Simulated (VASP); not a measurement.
# InAs (F-43m) in VASP: notebook

Runs on InAs. Level: PBEsol. Tasks: single point, relaxation of cell and atoms.

Everything below comes from runs of VASP 6.6.1. Logs are shortened: lines on timing, memory, paths and dates and some standing lists are left out, and cuts for length are marked.

**1. Starting point**

Symmetry: F-43m, No. 216, cubic system. Conventional cell: a = 6.186 Å, b = 6.186 Å, c = 6.186 Å, α = 90.00°, β = 90.00°, γ = 90.00°. In (site symmetry -43m) has 4 As at 2.68 Å as nearest neighbours. Around As (site symmetry -43m) lie 4 In at 2.68 Å.

**2. Single point, PBEsol (relaxed again under DFT PBEsol, scalar-relativistic, plane waves, PAW)**

The input, INCAR:

```
SYSTEM = InAs
ALGO = Fast
EDIFF = 1E-6
ENCUT = 520
GGA = PS
ISIF = 2
ISMEAR = 0
LASPH = .True.
LCHARG = .False.
LREAL = .False.
LWAVE = .False.
NBANDS = 16
NELM = 100
PREC = Accurate
SIGMA = 0.1
```

The input, KPOINTS:

```
k-points
0
Gamma
  12 12 12
  0 0 0
```

The input, POSCAR:

```
InAs
1.0
    0.0000000000      3.0435971006      3.0435971006
    3.0435971006      0.0000000000      3.0435971006
    3.0435971006      3.0435971006      0.0000000000
In As
1 1
Direct
    0.0000000000      0.0000000000      0.0000000000
    0.2500000000      0.2500000000      0.2500000000
```

Potentials or basis: VASP PAW PBE potentials, release 64 (In_d, As).

Run with:

```
$ cat potpaw_PBE.64/In_d/POTCAR potpaw_PBE.64/As/POTCAR > POTCAR
$ mpirun -np 1 vasp_std > vasp.out
```

OUTCAR:

```text
SYSTEM = InAs
   EDIFF = 1E-6
   ENCUT = 520
   GGA = PS
   ISIF = 2
   ISMEAR = 0
   LASPH = .True.
   LREAL = .False.
   NELM = 100
   PREC = Accurate

 ion  position               nearest neighbor table
   1  0.000  0.000  0.000-   2 2.64   2 2.64   2 2.64   2 2.64
   2  0.250  0.250  0.250-   1 2.64   1 2.64   1 2.64   1 2.64

  LATTYP: Found a face centered cubic cell.
 ALAT       =     6.0871942012

  Lattice vectors:

 A1 = (   0.0000000000,   3.0435971006,   3.0435971006)
 A2 = (   3.0435971006,   0.0000000000,   3.0435971006)
 A3 = (   3.0435971006,   3.0435971006,   0.0000000000)

Analysis of symmetry for initial positions (statically):
=====================================================================
 Subroutine PRICEL returns:
 Original cell was already a primitive cell.

 Routine SETGRP: Setting up the symmetry group for a
 face centered cubic supercell.

 Subroutine GETGRP returns: Found 24 space group operations
 (whereof 24 operations were pure point group operations)
 out of a pool of 48 trial point group operations.

The static configuration has the point symmetry T_d .

Analysis of symmetry for dynamics (positions and initial velocities):
=====================================================================
 Subroutine PRICEL returns:
 Original cell was already a primitive cell.

 Routine SETGRP: Setting up the symmetry group for a
 face centered cubic supercell.

 Subroutine GETGRP returns: Found 24 space group operations
 (whereof 24 operations were pure point group operations)
 out of a pool of 48 trial point group operations.

The dynamic configuration has the point symmetry T_d .

 Subroutine INISYM returns: Found 24 space group operations
 (whereof 24 operations are pure point group operations),
 and found     1 'primitive' translations

----------------------------------------------------------------------------------------

                                     Primitive cell

  volume of cell :      56.3886

  direct lattice vectors                    reciprocal lattice vectors
     0.000000000  3.043597101  3.043597101    -0.164279300  0.164279300  0.164279300
     3.043597101  0.000000000  3.043597101     0.164279300 -0.164279300  0.164279300
     3.043597101  3.043597101  0.000000000     0.164279300  0.164279300 -0.164279300

  length of vectors
     4.304296298  4.304296298  4.304296298     0.284540094  0.284540094  0.284540094

  position of ions in fractional coordinates (direct lattice)
     0.000000000  0.000000000  0.000000000
     0.250000000  0.250000000  0.250000000

  ion indices of the primitive-cell ions
   primitive index   ion index
                 1           1
                 2           2

----------------------------------------------------------------------------------------

 KPOINTS: k-points

Automatic generation of k-mesh.
 Grid dimensions read from file:
 generate k-points for:   12   12   12

 Generating k-lattice:

  Cartesian coordinates                     Fractional coordinates (reciprocal lattice)
    -0.013689942  0.013689942  0.013689942     0.083333333  0.000000000  0.000000000
     0.013689942 -0.013689942  0.013689942     0.000000000  0.083333333  0.000000000
     0.013689942  0.013689942 -0.013689942     0.000000000  0.000000000  0.083333333

  Length of vectors
     0.023711674  0.023711674  0.023711674

  Shift w.r.t. Gamma in fractional coordinates (k-lattice)
     0.000000000  0.000000000  0.000000000

 Subroutine IBZKPT returns following result:
 ===========================================

 Found     72 irreducible k-points:

 Following reciprocal coordinates:
            Coordinates               Weight
  0.000000  0.000000  0.000000      1.000000
  0.083333  0.000000  0.000000      8.000000
  0.166667  0.000000  0.000000      8.000000
  0.250000  0.000000  0.000000      8.000000
  0.333333  0.000000  0.000000      8.000000
  0.416667  0.000000  0.000000      8.000000
[... 16 lines left out ...]
  0.500000  0.166667  0.000000     24.000000
 -0.416667  0.166667  0.000000     24.000000
 [... further k-points ...]
   k-points           NKPTS =     72   k-points in BZ     NKDIM =     72   number of bands    NBANDS=     16
   number of dos      NEDOS =    301   number of ions     NIONS =      2
   total plane-waves  NPLWV =  32768
   dimension x,y,z NGX =    32 NGY =   32 NGZ =   32
   dimension x,y,z NGXF=    64 NGYF=   64 NGZF=   64
   ions per type =               1   1
   NGX,Y,Z   is equivalent  to a cutoff of  12.36, 12.36, 12.36 a.u.
   NGXF,Y,Z  is equivalent  to a cutoff of  24.72, 24.72, 24.72 a.u.
 SYSTEM =  InAs
   PREC   = accura    normal or accurate (medium, high low for compatibility)
   ISTART =      0    job   : 0-new  1-cont  2-samecut
   ICHARG =      2    charge: 1-file 2-atom 10-const
   ISPIN  =      1    spin polarized calculation?
   LNONCOLLINEAR =      F non collinear calculations
   LSORBIT =      F    spin-orbit coupling
   LASPH  =      T    aspherical Exc in radial PAW
   ENCUT  =  520.0 eV  38.22 Ry    6.18 a.u.   8.00  8.00  8.00*2*pi/ulx,y,z
   NELM   =    100;   NELMIN=  2; NELMDL= -5     # of ELM steps
   EDIFF  = 0.1E-05   stopping-criterion for ELM
   LREAL  =      F    real-space projection
   EDIFFG = 0.1E-04   stopping-criterion for IOM
   NSW    =      0    number of steps for IOM
   IBRION =     -1    ionic relax: 0-MD 1-quasi-New 2-CG
   NFREE  =      0    steps in history (QN), initial steepest desc. (CG)
   ISIF   =      2    stress and relaxation
   ISYM   =      2    0-nonsym 1-usesym 2-fastsym
   POTIM  = 0.5000    time-step for ionic-motion
   TEBEG  =    0.0;   TEEND  =   0.0 temperature during run
   PSTRESS=    0.0 pullay stress
   NELECT =      18.0000    total number of electrons
   NUPDOWN=      -1.0000    fix difference up-down
   EMIN   =  10.00;   EMAX   =-10.00  energy-range for DOS
   EFERMI =   0.00;   METHOD = LEGACY
   ISMEAR =     0;   SIGMA  =   0.10  broadening in eV -4-tet -1-fermi 0-gaus
   EFERMI_NEDOS =   21; number of points for ismear=-14 and -15
   IALGO  =     68    algorithm
   IMIX   =      4    mixing-type and parameters
     AMIX     =   0.40;   BMIX     =  1.00
     AMIX_MAG =   1.60;   BMIX_MAG =  1.00
  volume/ion in A,a.u.               =      28.19       190.26
  Fermi-wavevector in a.u.,A,eV,Ry     =   1.118841  2.114304 17.031854  1.251806
  Thomas-Fermi vector in A             =   2.255476
   LORBIT       =      0    0 simple, 1 ext, 2 COOP (PROOUT), +10 PAW based schemes
   GGA     = PS    functional components
   LHFCALC =     F    Hartree Fock is set to
   AEXX    =    0.0000 exact exchange contribution
   IVDW    =     0    specifies the selected vdW correction
   LEPSILON=     F    determine dielectric tensor
   LRPA    =     F    only Hartree local field effects (RPA)
 non-spin polarized calculation
 RMM-DIIS sequential band-by-band and
 Gauss-broadening in eV      SIGMA  =   0.10
  energy-cutoff  :      520.00
  volume of cell :       56.39
 maximum number of plane-waves:      1540
   NGX = 17   NGY = 17   NGZ = 17

 number of electron      17.9999992 magnetization

 Free energy of the ion-electron system (eV)
  ---------------------------------------------------
  ext. energy  EPLUGINS =         0.00000000
  ---------------------------------------------------
  free energy    TOTEN  =        -8.49069872 eV

  energy without entropy =       -8.49054580  energy(sigma->0) =       -8.49062226

 E-fermi :   4.2347     XC(G=0):  -9.1978

 val. band max:        4.1742400573   @ k =   0.0000   0.0000   0.0000
 cond. band min:       4.8888422147   @ k =   0.0833   0.0000   0.0000
 fundamental gap:      0.7146021574
 Fermi energy:         4.2346610971

 k-point     1 :       0.0000    0.0000    0.0000
  band No.  band energies     occupation
      1     -10.1182      2.00000
      2     -10.1182      2.00000
      3     -10.1182      2.00000
      4      -9.9984      2.00000
      5      -9.9984      2.00000
      6      -7.5888      2.00000
[... 8 lines left out ...]
     15      13.7881      0.00000
     16      13.7881      0.00000

 k-point     2 :       0.0833    0.0000    0.0000
  band No.  band energies     occupation
      1     -10.1271      2.00000
      2     -10.1156      2.00000
      3     -10.1156      2.00000
      4      -9.9985      2.00000
      5      -9.9985      2.00000
      6      -7.5181      2.00000
[... 8 lines left out ...]
     15      13.1923      0.00000
     16      13.1923      0.00000

 k-point     3 :       0.1667    0.0000    0.0000
  band No.  band energies     occupation
      1     -10.1505      2.00000
      2     -10.1090      2.00000
      3     -10.1090      2.00000
      4      -9.9984      2.00000
      5      -9.9984      2.00000
      6      -7.3140      2.00000
[... 8 lines left out ...]
     15      12.6862      0.00000
     16      12.6862      0.00000

 k-point     4 :       0.2500    0.0000    0.0000
  band No.  band energies     occupation
      1     -10.1806      2.00000
      2     -10.1007      2.00000
      3     -10.1007      2.00000
      4      -9.9973      2.00000
      5      -9.9973      2.00000
      6      -7.0017      2.00000
[... 8 lines left out ...]
     15      12.6465      0.00000
     16      12.6465      0.00000
[... 324 lines left out ...]
 k-point    22 :       0.4167    0.1667    0.0000
  band No.  band energies     occupation
      1     -10.2349      2.00000
      2     -10.0829      2.00000
      3     -10.0771      2.00000
      4     -10.0071      2.00000
      5      -9.9874      2.00000
      6      -6.3222      2.00000
[... 8 lines left out ...]
     15      14.1137      0.00000
     16      14.8427      0.00000

 k-point    23 :       0.5000    0.1667    0.0000
  band No.  band energies     occupation
      1     -10.2451      2.00000
      2     -10.0819      2.00000
      3     -10.0754      2.00000
      4     -10.0024      2.00000
      5      -9.9886      2.00000
      6      -6.0603      2.00000
[... 8 lines left out ...]
     15      14.3991      0.00000
     16      14.9120      0.00000

 k-point    24 :      -0.4167    0.1667    0.0000
  band No.  band energies     occupation
      1     -10.2449      2.00000
      2     -10.0823      2.00000
      3     -10.0768      2.00000
      4      -9.9978      2.00000
      5      -9.9925      2.00000
      6      -6.0194      2.00000
[... 8 lines left out ...]
     15      13.7529      0.00000
     16      14.1296      0.00000

 [... further k-points ...]

------------------------ aborting loop because EDIFF is reached ----------------------------------------

  FORCE on cell =-STRESS in cart. coord.  units (eV):
  Direction    XX          YY          ZZ          XY          YZ          ZX
  --------------------------------------------------------------------------------------
  -------------------------------------------------------------------------------------
  Total        0.0321361      0.0321361      0.0321361      0.0000000     -0.0000000      0.0000000
  in kB        0.9130874      0.9130874      0.9130874      0.0000000     -0.0000000      0.0000000
  external PRESSURE =       0.9130874 kB  Pullay stress =       0.0000000 kB

 VOLUME and BASIS-vectors are now :
 -----------------------------------------------------------------------------
  energy-cutoff  :      520.00
  volume of cell :       56.39
      direct lattice vectors                 reciprocal lattice vectors
     0.000000000  3.043597101  3.043597101    -0.164279300  0.164279300  0.164279300
     3.043597101  0.000000000  3.043597101     0.164279300 -0.164279300  0.164279300
     3.043597101  3.043597101  0.000000000     0.164279300  0.164279300 -0.164279300

 POSITION                                       TOTAL-FORCE (eV/Angst)
 -----------------------------------------------------------------------------------
      0.00000      0.00000      0.00000        -0.000000     -0.000000      0.000000
      1.52180      1.52180      1.52180         0.000000      0.000000     -0.000000
 -----------------------------------------------------------------------------------
    total drift:                               -0.000000     -0.000000     -0.000000

  FREE ENERGIE OF THE ION-ELECTRON SYSTEM (eV)
  ---------------------------------------------------
  free  energy   TOTEN  =        -8.4906987157 eV

  energy  without entropy=       -8.4905457988  energy(sigma->0) =       -8.49062226
```

Run time: 36 s. Hardware: 1 thread of Intel Xeon Platinum 8488C (Sapphire Rapids), shared host; peak memory 0.22 GiB.

Results:

```yaml
Free_energy: -8.4907 eV
Pressure: 0.1 GPa
Band_gap_on_the_k_mesh: none (metal or under the smearing width)
```

Caveat: the PAW data sets were made with another functional, which shifts forces and pressure a little.

**3. Relaxation of cell and atoms, PBEsol**

The input, INCAR:

```
SYSTEM = InAs
  PREC = Accurate
  ENCUT = 600
  EDIFF = 1E-6
  ISMEAR = 0
  SIGMA = 0.1
  LREAL = .False.
  LASPH = .True.
  NELM = 100
  ALGO = Fast
  ISIF = 3
  LWAVE = .False.
  LCHARG = .False.
  GGA = PS
  IBRION = 2
  NSW = 70
  EDIFFG = -0.005
```

The input, KPOINTS:

```
Automatic mesh
0
Gamma
  12 12 12
  0 0 0
```

The input, POSCAR:

```
InAs
1.0
    0.0000000000      3.0931634762      3.0931634762
    3.0931634762      0.0000000000      3.0931634762
    3.0931634762      3.0931634762      0.0000000000
In As
1 1
Direct
    0.0000000000      0.0000000000      0.0000000000
    0.2500000000      0.2500000000      0.2500000000
```

Potentials or basis: VASP PAW PBE potentials, release 64 (In_d, As).

Run with:

```
$ cat potpaw_PBE.64/In_d/POTCAR potpaw_PBE.64/As/POTCAR > POTCAR
$ mpirun -np 1 vasp_std > vasp.out
```

Run time: 2 min. Hardware: 1 thread of Intel Xeon Platinum 8488C (Sapphire Rapids), shared host; peak memory 0.26 GiB.

It converged, with:

- Free energy: -8.4912 eV
- Relaxed volume: 28.25 Å³/atom
- Relaxed cell: a = 4.307 Å, b = 4.307 Å, c = 4.307 Å, α = 60.00°, β = 60.00°, γ = 60.00°
- Space group after relaxing (to 0.05 Å): F-43m (No. 216)
- Energy gained by relaxing: 10.2 meV/atom
- Ionic steps: 3
- Pressure after relaxing: 0.0 GPa
- Band gap on the k mesh: none (metal or under the smearing width)

Step by step:
```csv
step,energy change (eV),largest force (eV/Å),pressure (GPa),volume (Å³)
1,0.0000,0.0000,-2.29,59.19
2,-0.0181,0.0000,0.91,55.64
3,-0.0204,0.0000,0.00,56.49
```

Final structure:
```
In As
1.0
     0.00000    3.04543    3.04543
     3.04543    0.00000    3.04543
     3.04543    3.04543    0.00000
In As
1 1
Cartesian
  0.0000 0.0000 0.0000
  1.5227 1.5227 1.5227
```

Levels at points of the mesh, in eV from the Fermi level:
```csv
k point,band 6,band 7,band 8,band 9,band 10,band 11,band 12,band 13
"(0.00, 0.00, 0.00)",-11.81,-0.45,-0.06,-0.06,-0.06,3.79,3.79,3.79
"(0.50, 0.00, 0.00)",-10.39,-5.77,-1.03,-1.03,0.77,4.55,4.55,6.63
"(0.50, 0.50, 0.00)",-9.87,-5.85,-2.33,-2.33,1.42,1.92,8.88,9.01
```

Caveat: the PAW data sets were made with another functional, which shifts forces and pressure a little.
